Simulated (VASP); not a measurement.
# PbSe (Clausthalite) (Fm-3m) in VASP: notebook, part 3 of 3

VASP 6.6.1. The steps go on from the part before.

**4. Single point, LDA**

This run uses another cell than the first one, of 26.95 Å³/atom, 0.940 times its volume.

The input, INCAR:

```
PREC = Accurate
ENCUT = 520
EDIFF = 1E-6
ISMEAR = -1
SIGMA = 0.05
LREAL = F
LASPH = T
NELM = 100
ALGO = Normal
ISIF = 2
LWAVE = F
LCHARG = F
GGA = CA
NBANDS = 17
```

The input, KPOINTS:

```
regular mesh
0
Gamma
  8 8 8
```

The input, POSCAR:

```
PbSe
1.0
    0.0000000000      2.9981702236      2.9981702236
    2.9981702236      0.0000000000      2.9981702236
    2.9981702236      2.9981702236      0.0000000000
Pb Se
1 1
Direct
    0.0000000000      0.0000000000      0.0000000000
    0.5000000000      0.5000000000      0.5000000000
```

Potentials or basis: VASP PAW LDA potentials, release 64 (Pb_d, Se).

Run with:

```bash
$ cat potpaw_LDA.64/Pb_d/POTCAR potpaw_LDA.64/Se/POTCAR > POTCAR
$ mpirun -np 1 vasp_std > vasp.out
```

OUTCAR:

```text
PREC = Accurate
   ENCUT = 520
   EDIFF = 1E-6
   ISMEAR = -1
   LREAL = F
   LASPH = T
   NELM = 100
   ISIF = 2
   GGA = CA

 ion  position               nearest neighbor table
   1  0.000  0.000  0.000-   2 3.00   2 3.00   2 3.00   2 3.00   2 3.00   2 3.00
   2  0.500  0.500  0.500-   1 3.00   1 3.00   1 3.00   1 3.00   1 3.00   1 3.00

  LATTYP: Found a face centered cubic cell.
 ALAT       =     5.9963404472

  Lattice vectors:

 A1 = (   0.0000000000,   2.9981702236,   2.9981702236)
 A2 = (   2.9981702236,   0.0000000000,   2.9981702236)
 A3 = (   2.9981702236,   2.9981702236,   0.0000000000)

Analysis of symmetry for initial positions (statically):
=====================================================================
 Subroutine PRICEL returns:
 Original cell was already a primitive cell.

 Routine SETGRP: Setting up the symmetry group for a
 face centered cubic supercell.

 Subroutine GETGRP returns: Found 48 space group operations
 (whereof 48 operations were pure point group operations)
 out of a pool of 48 trial point group operations.

The static configuration has the point symmetry O_h .

Analysis of symmetry for dynamics (positions and initial velocities):
=====================================================================
 Subroutine PRICEL returns:
 Original cell was already a primitive cell.

 Routine SETGRP: Setting up the symmetry group for a
 face centered cubic supercell.

 Subroutine GETGRP returns: Found 48 space group operations
 (whereof 48 operations were pure point group operations)
 out of a pool of 48 trial point group operations.

The dynamic configuration has the point symmetry O_h .

 Subroutine INISYM returns: Found 48 space group operations
 (whereof 48 operations are pure point group operations),
 and found     1 'primitive' translations

----------------------------------------------------------------------------------------

[... 108 lines left out ...]
   EFERMI_NEDOS =   21; number of points for ismear=-14 and -15
   IALGO  =     38    algorithm
   IMIX   =      4    mixing-type and parameters
     AMIX     =   0.40;   BMIX     =  1.00
     AMIX_MAG =   1.60;   BMIX_MAG =  1.00
  volume/ion in A,a.u.               =      26.95       181.87
  Fermi-wavevector in a.u.,A,eV,Ry     =   1.176391  2.223058 18.829061  1.383897
  Thomas-Fermi vector in A             =   2.312756
   LORBIT       =      0    0 simple, 1 ext, 2 COOP (PROOUT), +10 PAW based schemes
   GGA     = CA    functional components
   LHFCALC =     F    Hartree Fock is set to
   AEXX    =    0.0000 exact exchange contribution
   IVDW    =     0    specifies the selected vdW correction
   LEPSILON=     F    determine dielectric tensor
   LRPA    =     F    only Hartree local field effects (RPA)
 non-spin polarized calculation
  energy-cutoff  :      520.00
  volume of cell :       53.90
 maximum number of plane-waves:      1475
   NGX = 15   NGY = 15   NGZ = 15

 number of electron      20.0000004 magnetization

 Free energy of the ion-electron system (eV)
  ---------------------------------------------------
  ext. energy  EPLUGINS =         0.00000000
  ---------------------------------------------------
  free energy    TOTEN  =        -9.45318520 eV

  energy without entropy =       -9.45215834  energy(sigma->0) =       -9.45267177

 E-fermi :   5.7438     XC(G=0): -10.1270

 val. band max:        5.7158923739   @ k =   0.5000   0.0000   0.0000
 cond. band min:       5.7716505939   @ k =   0.5000   0.0000   0.0000
 fundamental gap:      0.0557582200
 Fermi energy:         5.7437973507

 k-point     1 :       0.0000    0.0000    0.0000
  band No.  band energies     occupation
      1     -11.1941      2.00000
      2     -11.1941      2.00000
      3     -11.1884      2.00000
      4     -11.1884      2.00000
      5     -11.1884      2.00000
      6      -8.4539      2.00000
[... 457 lines left out ...]
      4     -11.1622      2.00000
      5     -11.1422      2.00000
      6      -6.9795      2.00000
[... 9 lines left out ...]
     16      16.5570      0.00000
     17      16.6434      0.00000

 [... further k-points ...]

------------------------ aborting loop because EDIFF is reached ----------------------------------------

  FORCE on cell =-STRESS in cart. coord.  units (eV):
  Direction    XX          YY          ZZ          XY          YZ          ZX
  --------------------------------------------------------------------------------------
  -------------------------------------------------------------------------------------
  Total        0.4710215      0.4710215      0.4710215     -0.0000000      0.0000000      0.0000000
  in kB       14.0007867     14.0007867     14.0007867     -0.0000000      0.0000000      0.0000000
  external PRESSURE =      14.0007867 kB  Pullay stress =       0.0000000 kB

 VOLUME and BASIS-vectors are now :
 -----------------------------------------------------------------------------
  energy-cutoff  :      520.00
  volume of cell :       53.90
      direct lattice vectors                 reciprocal lattice vectors
     0.000000000  2.998170224  2.998170224    -0.166768383  0.166768383  0.166768383
     2.998170224  0.000000000  2.998170224     0.166768383 -0.166768383  0.166768383
     2.998170224  2.998170224  0.000000000     0.166768383  0.166768383 -0.166768383

 POSITION                                       TOTAL-FORCE (eV/Angst)
 -----------------------------------------------------------------------------------
      0.00000      0.00000      0.00000         0.000000     -0.000000      0.000000
      2.99817      2.99817      2.99817         0.000000      0.000000     -0.000000
 -----------------------------------------------------------------------------------
    total drift:                                0.000000     -0.000000     -0.000000

  FREE ENERGIE OF THE ION-ELECTRON SYSTEM (eV)
  ---------------------------------------------------
  free  energy   TOTEN  =        -9.4531852015 eV

  energy  without entropy=       -9.4521583447  energy(sigma->0) =       -9.45267177
```

stdout:

```text
POSCAR found type information on POSCAR PbSe
 POSCAR found :  2 types and       2 ions
 scaLAPACK will be used
 LDA part: xc-table for (Slater(with rela. corr.)+CA(PZ))
 , standard interpolation
 POSCAR, INCAR and KPOINTS ok, starting setup
 FFT: planning ... GRIDC
 FFT: planning ... GRID_SOFT
 FFT: planning ... GRID
 WAVECAR not read
 entering main loop
```

It took 8.7 s on 1 thread of Intel Xeon 6975P-C, shared host; peak memory 0.17 GiB.

Results:

```yaml
Free_energy: -9.4532 eV
Pressure: 1.4 GPa
Band_gap_on_the_k_mesh: 0.06 eV, direct
```

Caveat: spin-orbit coupling is left out, which moves the levels of the heavy elements.

**5. Single point, RPBE+D4**

This run uses another cell than the first one, of 26.95 Å³/atom, 0.940 times its volume.

The input, INCAR:

```
SYSTEM = PbSe
PREC = Accurate ; ENCUT = 520
EDIFF = 1E-6 ; ISMEAR = -1
SIGMA = 0.05 ; LREAL = .FALSE.
LASPH = .TRUE. ; NELM = 100
ALGO = Normal ; ISIF = 2
LWAVE = .FALSE. ; LCHARG = .TRUE.
GGA = RP ; IVDW = 13
LELF = .TRUE. ; LVHAR = .TRUE.
NBANDS = 17
```

The input, KPOINTS:

```
regular mesh
0
G
  8 8 8
  0 0 0
```

POSCAR is that of step 4.

Potentials or basis: VASP PAW PBE potentials, release 64 (Pb_d, Se).

Run with:

```bash
$ cat potpaw_PBE.64/Pb_d/POTCAR potpaw_PBE.64/Se/POTCAR > POTCAR
$ mpirun -np 1 vasp_std > vasp.out
```

Wall time 12 s (1 thread of Intel Xeon 6975P-C, shared host); peak memory 0.19 GiB.

It converged, with:

```yaml
Free_energy: -8.8735 eV
Pressure: 3.9 GPa
Band_gap_on_the_k_mesh: 0.14 eV, direct
Dispersion_energy_per_atom: -0.772 eV
```

Levels at points of the mesh, in eV from the valence-band top:
| k point | band 6 | band 7 | band 8 | band 9 | band 10 | band 11 | band 12 | band 13 | band 14 | band 15 |
| --- | --- | --- | --- | --- | --- | --- | --- | --- | --- | --- |
| (0.00, 0.00, 0.00) | -14.19 | -6.22 | -2.25 | -2.25 | -2.25 | 4.83 | 4.83 | 4.83 | 6.33 | 6.33 |
| (0.50, 0.00, 0.00) | -12.97 | -9.22 | -1.80 | -1.80 | 0.00 | 0.14 | 1.52 | 1.52 | 8.66 | 10.03 |
| (0.50, 0.50, 0.00) | -12.50 | -7.53 | -5.57 | -3.71 | -3.71 | 3.42 | 5.83 | 5.83 | 6.31 | 11.33 |

Caveat: the PAW data sets were made with another functional, which shifts forces and pressure a little; spin-orbit coupling is left out, which moves the levels of the heavy elements.

**6. Single point, PBE exchange alone**

This run uses another cell than the first one, of 26.95 Å³/atom, 0.940 times its volume.

The input, INCAR:

```
PREC = Accurate
ENCUT = 520
EDIFF = 1E-7
ISMEAR = -1
SIGMA = 0.05
LREAL = False
LASPH = True
NELM = 100
ALGO = Normal
ISIF = 2
LWAVE = False
LCHARG = True
GGA = PE
ALDAC = 0.0
AGGAC = 0.0
LELF = True
LVHAR = True
NBANDS = 17
```

The input, KPOINTS:

```
regular mesh
0
Gamma
  8 8 8
```

POSCAR is that of step 5.

Potentials or basis: VASP PAW PBE potentials, release 64 (Pb_d, Se).

Run with:

```bash
$ cat potpaw_PBE.64/Pb_d/POTCAR potpaw_PBE.64/Se/POTCAR > POTCAR
$ mpirun -np 1 vasp_std > vasp.out
```

It took 12 s on 1 thread of Intel Xeon 6975P-C, shared host; peak memory 0.18 GiB.

The run converged. Its results:

```yaml
Free_energy: -5.4440 eV
Pressure: 16.6 GPa
Band_gap_on_the_k_mesh: 0.21 eV, direct
```

Levels at points of the mesh, in eV from the valence-band top:
```csv
k point,band 7,band 8,band 9,band 10,band 11,band 12,band 13,band 14
"(0.00, 0.00, 0.00)",-6.32,-2.22,-2.22,-2.22,4.72,4.72,4.72,6.52
"(0.50, 0.00, 0.00)",-9.27,-1.74,-1.74,0.00,0.21,1.51,1.51,8.94
"(0.50, 0.50, 0.00)",-7.64,-5.49,-3.66,-3.66,3.68,5.74,5.74,6.30
```

Caveat: spin-orbit coupling is left out, which moves the levels of the heavy elements. A k mesh can miss the band edges.

**7. The runs side by side**

```tsv
level	potentials or basis	cell	k mesh	smearing	gap on the mesh (eV)	pressure (GPa)
PBE	VASP PAW PBE potentials, release 64 (Pb_d, Se)	a = 4.328 Å, angles 60.0°, 2 atoms	3 × 3 × 3	fermi-dirac 0.05 eV	-	1.5
PBE	VASP PAW PBE potentials, release 64 (Pb_d, Se)	a = 4.328 Å, angles 60.0°, 2 atoms	5 × 5 × 5	fermi-dirac 0.06 eV	-	2.2
LDA	VASP PAW LDA potentials, release 64 (Pb_d, Se)	a = 4.240 Å, angles 60.0°, 2 atoms	8 × 8 × 8	fermi-dirac 0.05 eV	0.06	1.4
RPBE+D4	VASP PAW PBE potentials, release 64 (Pb_d, Se)	a = 4.240 Å, angles 60.0°, 2 atoms	8 × 8 × 8	fermi-dirac 0.05 eV	0.14	3.9
PBE exchange alone	VASP PAW PBE potentials, release 64 (Pb_d, Se)	a = 4.240 Å, angles 60.0°, 2 atoms	8 × 8 × 8	fermi-dirac 0.05 eV	0.21	16.6
```

Alike in all rows: task single point; no spin polarisation; cutoff (eV) 520.

Caveats: some runs use coarse meshes; spin-orbit coupling is left out, which moves the levels of the heavy elements; the PAW data sets were made with another functional, which shifts forces and pressure a little (some runs).

Total energies depend on the potentials used, so only differences within one code and one set of settings carry meaning.

**8. Comparison with measurements**

Step 4. Measured gap of PbSe: 0.28 eV (direct; 300 K; a printed reference work, monograph). This calculation gives 0.06 eV (-0.22 eV). 2 values of this kind are on record (0.15 to 0.28 eV); this one was drawn at random. Spin-orbit coupling on Pb, Se is left out. The value is that of LDA on a finite k mesh, which can miss the band edges, without temperature or zero-point motion. Semilocal functionals fall short of measured gaps as a rule.
